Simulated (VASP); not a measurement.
# Cs2SnI6 (Fm-3m) in VASP: electric field gradients with PBEsol

Aim: the electric field gradients of Cs2SnI6 with PBEsol.

All numbers are computed with VASP 6.6.1; they aren't measurements. Logs are shortened: lines on timing, memory, paths and dates and some standing lists are left out, and cuts for length are marked.

**What was measured.**

From “Changes in charge density vs changes in formal oxidation states: The case of Sn halide perovskites and their ordered vacancy analogues”, 2017, arxiv:1705.01565, for a powder of Cs2SnI6: band gap 1.3 eV (optical).

The runs below are set against these values where they give the same quantity.

### 1 The crystal as given

Symmetry: Fm-3m, No. 225, cubic system. The conventional cell has a = 11.628 Å, b = 11.628 Å, c = 11.628 Å, α = 90.00°, β = 90.00°, γ = 90.00°. Cs (site symmetry -43m) has 12 I at 4.11 Å as nearest neighbours. Sn (site symmetry m-3m) has 6 I at 2.85 Å as nearest neighbours. I (site symmetry 4mm) is surrounded by 1 Sn at 2.85 Å.

### 2 Electric field gradients, PBEsol

File INCAR:

```
SYSTEM = Cs2SnI6
  ALGO = Normal
  EDIFF = 1E-7
  ENCUT = 520
  GGA = PS
  ISIF = 2
  ISMEAR = -1
  LASPH = .True.
  LCHARG = .False.
  LEFG = .True.
  LREAL = .False.
  LWAVE = .False.
  NELM = 100
  PREC = Accurate
  SIGMA = 0.02
```

File KPOINTS:

```
k-points
0
Gamma
  4 4 4
  0 0 0
```

File POSCAR:

```
Cs2SnI6
1.0
    0.0000000000      5.8138000000      5.8138000000
    5.8138000000      0.0000000000      5.8138000000
    5.8138000000      5.8138000000      0.0000000000
Cs Sn I
2 1 6
Direct
    0.2500000000      0.2500000000      0.2500000000
    0.7500000000      0.7500000000      0.7500000000
    0.0000000000      0.0000000000      0.0000000000
    0.7546400000      0.2453600000      0.2453600000
    0.2453600000      0.7546400000      0.2453600000
    0.2453600000      0.7546400000      0.7546400000
    0.7546400000      0.2453600000      0.7546400000
    0.2453600000      0.2453600000      0.7546400000
    0.7546400000      0.7546400000      0.2453600000
```

Potentials or basis: VASP PAW PBE potentials, release 64 (Cs_sv, Sn_d, I).

On the command line:

```console
> cat potpaw_PBE.64/Cs_sv/POTCAR potpaw_PBE.64/Sn_d/POTCAR potpaw_PBE.64/I/POTCAR > POTCAR
> mpirun -np 1 vasp_std > vasp.out
```

OUTCAR:

```text
SYSTEM = Cs2SnI6
   EDIFF = 1E-7
   ENCUT = 520
   GGA = PS
   ISIF = 2
   ISMEAR = -1
   LASPH = .True.
   LREAL = .False.
   NELM = 100
   PREC = Accurate

 ion  position               nearest neighbor table
   1  0.250  0.250  0.250-
   2  0.750  0.750  0.750-
   3  0.000  0.000  0.000-   4 2.85   5 2.85   6 2.85   7 2.85   8 2.85   9 2.85
   4  0.755  0.245  0.245-   3 2.85
   5  0.245  0.755  0.245-   3 2.85
   6  0.245  0.755  0.755-   3 2.85
   7  0.755  0.245  0.755-   3 2.85
   8  0.245  0.245  0.755-   3 2.85
   9  0.755  0.755  0.245-   3 2.85

  LATTYP: Found a face centered cubic cell.
 ALAT       =    11.6276000000

  Lattice vectors:

 A1 = (   0.0000000000,   5.8138000000,   5.8138000000)
 A2 = (   5.8138000000,   0.0000000000,   5.8138000000)
 A3 = (   5.8138000000,   5.8138000000,   0.0000000000)

Analysis of symmetry for initial positions (statically):
=====================================================================
 Subroutine PRICEL returns:
 Original cell was already a primitive cell.

 Routine SETGRP: Setting up the symmetry group for a
 face centered cubic supercell.

 Subroutine GETGRP returns: Found 48 space group operations
 (whereof 48 operations were pure point group operations)
 out of a pool of 48 trial point group operations.

The static configuration has the point symmetry O_h .

Analysis of symmetry for dynamics (positions and initial velocities):
=====================================================================
 Subroutine PRICEL returns:
 Original cell was already a primitive cell.

 Routine SETGRP: Setting up the symmetry group for a
 face centered cubic supercell.

 Subroutine GETGRP returns: Found 48 space group operations
 (whereof 48 operations were pure point group operations)
 out of a pool of 48 trial point group operations.

The dynamic configuration has the point symmetry O_h .

 Subroutine INISYM returns: Found 48 space group operations
 (whereof 48 operations are pure point group operations),
 and found     1 'primitive' translations

----------------------------------------------------------------------------------------

                                     Primitive cell

  volume of cell :     393.0160

  direct lattice vectors                    reciprocal lattice vectors
     0.000000000  5.813800000  5.813800000    -0.086002270  0.086002270  0.086002270
     5.813800000  0.000000000  5.813800000     0.086002270 -0.086002270  0.086002270
     5.813800000  5.813800000  0.000000000     0.086002270  0.086002270 -0.086002270

  length of vectors
     8.221954809  8.221954809  8.221954809     0.148960302  0.148960302  0.148960302

  position of ions in fractional coordinates (direct lattice)
     0.250000000  0.250000000  0.250000000
     0.750000000  0.750000000  0.750000000
     0.000000000  0.000000000  0.000000000
     0.754640000  0.245360000  0.245360000
     0.245360000  0.754640000  0.245360000
     0.245360000  0.754640000  0.754640000
     0.754640000  0.245360000  0.754640000
     0.245360000  0.245360000  0.754640000
     0.754640000  0.754640000  0.245360000

  ion indices of the primitive-cell ions
   primitive index   ion index
                 1           1
                 2           2
                 3           3
                 4           4
                 5           5
                 6           6
                 7           7
                 8           8
                 9           9

----------------------------------------------------------------------------------------

 KPOINTS: k-points
[... 55 lines left out ...]
   IBRION =     -1    ionic relax: 0-MD 1-quasi-New 2-CG
   NFREE  =      0    steps in history (QN), initial steepest desc. (CG)
   ISIF   =      2    stress and relaxation
   ISYM   =      2    0-nonsym 1-usesym 2-fastsym
   POTIM  = 0.5000    time-step for ionic-motion
   TEBEG  =    0.0;   TEEND  =   0.0 temperature during run
   PSTRESS=    0.0 pullay stress
   NELECT =      74.0000    total number of electrons
   NUPDOWN=      -1.0000    fix difference up-down
   EMIN   =  10.00;   EMAX   =-10.00  energy-range for DOS
   EFERMI =   0.00;   METHOD = LEGACY
   ISMEAR =    -1;   SIGMA  =   0.02  broadening in eV -4-tet -1-fermi 0-gaus
   EFERMI_NEDOS =   21; number of points for ismear=-14 and -15
   IALGO  =     38    algorithm
   IMIX   =      4    mixing-type and parameters
     AMIX     =   0.40;   BMIX     =  1.00
     AMIX_MAG =   1.60;   BMIX_MAG =  1.00
  volume/ion in A,a.u.               =      43.67       294.69
  Fermi-wavevector in a.u.,A,eV,Ry     =   0.938315  1.773158 11.979046  0.880435
  Thomas-Fermi vector in A             =   2.065514
   LORBIT       =      0    0 simple, 1 ext, 2 COOP (PROOUT), +10 PAW based schemes
   GGA     = PS    functional components
   LHFCALC =     F    Hartree Fock is set to
   AEXX    =    0.0000 exact exchange contribution
   IVDW    =     0    specifies the selected vdW correction
   LEPSILON=     F    determine dielectric tensor
   LRPA    =     F    only Hartree local field effects (RPA)
 non-spin polarized calculation
  energy-cutoff  :      520.00
  volume of cell :      393.02
 maximum number of plane-waves:     10657
 NGX is ok and might be reduce to    64
   NGX = 31   NGY = 31   NGZ = 31

 number of electron      73.9999989 magnetization

 Free energy of the ion-electron system (eV)
  ---------------------------------------------------
  ext. energy  EPLUGINS =         0.00000000
  ---------------------------------------------------
  free energy    TOTEN  =       -24.86557145 eV

  energy without entropy =      -24.86451391  energy(sigma->0) =      -24.86504268

 E-fermi :   1.8966     XC(G=0):  -8.1325

 val. band max:        1.8314788636   @ k =   0.0000   0.0000   0.0000
 cond. band min:       1.9197236834   @ k =   0.0000   0.0000   0.0000
 fundamental gap:      0.0882448198
 Fermi energy:         1.8965549372

 k-point     1 :       0.0000    0.0000    0.0000
  band No.  band energies     occupation
      1     -19.5040      2.00000
      2     -19.5040      2.00000
      3     -19.4459      2.00000
      4     -19.4459      2.00000
      5     -19.4459      2.00000
      6     -18.5684      2.00000
[... 365 lines left out ...]
     43       7.7651      0.00000
     44       7.8529      0.00000

------------------------ aborting loop because EDIFF is reached ----------------------------------------

  FORCE on cell =-STRESS in cart. coord.  units (eV):
  Direction    XX          YY          ZZ          XY          YZ          ZX
  --------------------------------------------------------------------------------------
  -------------------------------------------------------------------------------------
  Total        0.2438428      0.2438428      0.2438428     -0.0000000     -0.0000000      0.0000000
  in kB        0.9940545      0.9940545      0.9940545     -0.0000000     -0.0000000      0.0000000
  external PRESSURE =       0.9940545 kB  Pullay stress =       0.0000000 kB

 VOLUME and BASIS-vectors are now :
 -----------------------------------------------------------------------------
  energy-cutoff  :      520.00
  volume of cell :      393.02
      direct lattice vectors                 reciprocal lattice vectors
     0.000000000  5.813800000  5.813800000    -0.086002270  0.086002270  0.086002270
     5.813800000  0.000000000  5.813800000     0.086002270 -0.086002270  0.086002270
     5.813800000  5.813800000  0.000000000     0.086002270  0.086002270 -0.086002270

 POSITION                                       TOTAL-FORCE (eV/Angst)
 -----------------------------------------------------------------------------------
      2.90690      2.90690      2.90690        -0.000000      0.000000     -0.000000
      8.72070      8.72070      8.72070         0.000000     -0.000000     -0.000000
      0.00000      0.00000      0.00000         0.000000      0.000000     -0.000000
      2.85295      5.81380      5.81380         0.136935      0.000000     -0.000000
      5.81380      2.85295      5.81380         0.000000      0.136935     -0.000000
      8.77465      5.81380      5.81380        -0.136935      0.000000     -0.000000
      5.81380      8.77465      5.81380         0.000000     -0.136935     -0.000000
      5.81380      5.81380      2.85295         0.000000      0.000000      0.136935
      5.81380      5.81380      8.77465         0.000000      0.000000     -0.136935
 -----------------------------------------------------------------------------------
    total drift:                                0.000000      0.000000      0.000000

  FREE ENERGIE OF THE ION-ELECTRON SYSTEM (eV)
  ---------------------------------------------------
  free  energy   TOTEN  =       -24.8655714527 eV

  energy  without entropy=      -24.8645139069  energy(sigma->0) =      -24.86504268

 Electric field gradients (V/A^2)
---------------------------------------------------------------------
 ion       V_xx      V_yy      V_zz      V_xy      V_xz      V_yz
---------------------------------------------------------------------
   1       0.000     0.000     0.000     0.001     0.001     0.001
   2       0.000     0.000     0.000     0.001     0.001     0.001
   3       0.000    -0.000    -0.000     0.001     0.001     0.001
   4     545.656  -272.828  -272.828     0.000     0.000    -0.000
   5    -272.828   545.656  -272.828     0.000    -0.000     0.000
   6     545.656  -272.828  -272.828     0.000     0.000    -0.000
   7    -272.828   545.656  -272.828     0.000    -0.000     0.000
   8    -272.828  -272.828   545.656    -0.000     0.000     0.000
   9    -272.828  -272.828   545.656    -0.000     0.000     0.000
---------------------------------------------------------------------

 Electric field gradients after diagonalization (V/A^2)
 (convention: |V_zz| > |V_xx| > |V_yy|)
----------------------------------------------------------------------
 ion       V_xx      V_yy      V_zz     asymmetry (V_yy - V_xx)/ V_zz
----------------------------------------------------------------------
   1      -0.001    -0.001     0.001       0.000
   2      -0.001    -0.001     0.001       0.000
   3      -0.001    -0.001     0.002       0.000
   4    -272.828  -272.828   545.656       0.000
   5    -272.828  -272.828   545.656       0.000
   6    -272.828  -272.828   545.656       0.000
   7    -272.828  -272.828   545.656       0.000
   8    -272.828  -272.828   545.656       0.000
   9    -272.828  -272.828   545.656       0.000
----------------------------------------------------------------------

           NMR quadrupolar parameters

 Cq : quadrupolar parameter    Cq=e*Q*V_zz/h
 eta: asymmetry parameters     (V_yy - V_xx)/ V_zz
 Q  : nuclear electric quadrupole moment in mb (millibarn)
----------------------------------------------------------------------
 ion       Cq(MHz)       eta       Q (mb)
----------------------------------------------------------------------
   1       0.000       0.000       1.000
   2       0.000       0.000       1.000
   3       0.000       0.000       1.000
   4       1.319       0.000       1.000
   5       1.319       0.000       1.000
   6       1.319       0.000       1.000
   7       1.319       0.000       1.000
   8       1.319       0.000       1.000
   9       1.319       0.000       1.000
----------------------------------------------------------------------
```

Wall time 4.5 min (1 thread of Intel Xeon Platinum 8259CL at 2.50GHz (Skylake/Cascade Lake), shared host); peak memory 0.65 GiB.

Results:

```yaml
Free_energy: -24.8656 eV
Pressure: 0.1 GPa
Largest_force: 0.137 eV/Å
Band_gap_on_the_k_mesh: 0.09 eV, direct
```

Forces on the atoms (eV/Å):
```
Cs   0.000  0.000  0.000
Cs   0.000  0.000  0.000
Sn   0.000  0.000  0.000
I    0.137  0.000  0.000
I    0.000  0.137  0.000
I   -0.137  0.000  0.000
I    0.000 -0.137  0.000
I    0.000  0.000  0.137
I    0.000  0.000 -0.137
```

Levels at points of the mesh, in eV from the valence-band top:
| k point | band 35 | band 36 | band 37 | band 38 | band 39 | band 40 |
| --- | --- | --- | --- | --- | --- | --- |
| (0.00, 0.00, 0.00) | 0.00 | 0.00 | 0.00 | 0.09 | 3.95 | 3.95 |
| (0.50, 0.00, 0.00) | -0.38 | -0.29 | -0.29 | 1.09 | 3.40 | 5.09 |
| (0.50, 0.50, 0.00) | -0.73 | -0.64 | -0.03 | 1.45 | 4.48 | 4.48 |

Electric field gradients, principal values (V/Å²):
```
atom       Vxx       Vyy      Vzz
1 Cs    -0.001    -0.001    0.001
2 Cs    -0.001    -0.001    0.001
3 Sn    -0.001    -0.001    0.002
 4 I  -272.828  -272.828  545.656
 5 I  -272.828  -272.828  545.656
 6 I  -272.828  -272.828  545.656
 7 I  -272.828  -272.828  545.656
 8 I  -272.828  -272.828  545.656
 9 I  -272.828  -272.828  545.656
```

Caveat: the PAW data sets were made with another functional, which shifts forces and pressure a little; spin-orbit coupling is left out, which moves the levels of the heavy elements.

### 3 Comparison with measurements

Step 2. Measured gap of Cs2SnI6: 1.3 eV (optical; powder; “Changes in charge density vs changes in formal oxidation states: The case of Sn halide perovskites and their ordered vacancy analogues”, 2017, arxiv:1705.01565). This calculation gives 0.09 eV (-1.21 eV). So large a miss can be the level of theory's own, or it may mean another phase, state or a wrong row. Spin-orbit coupling on Cs, I, Sn is left out. The value is that of PBEsol, without temperature or zero-point motion. Semilocal functionals fall short of measured gaps as a rule.
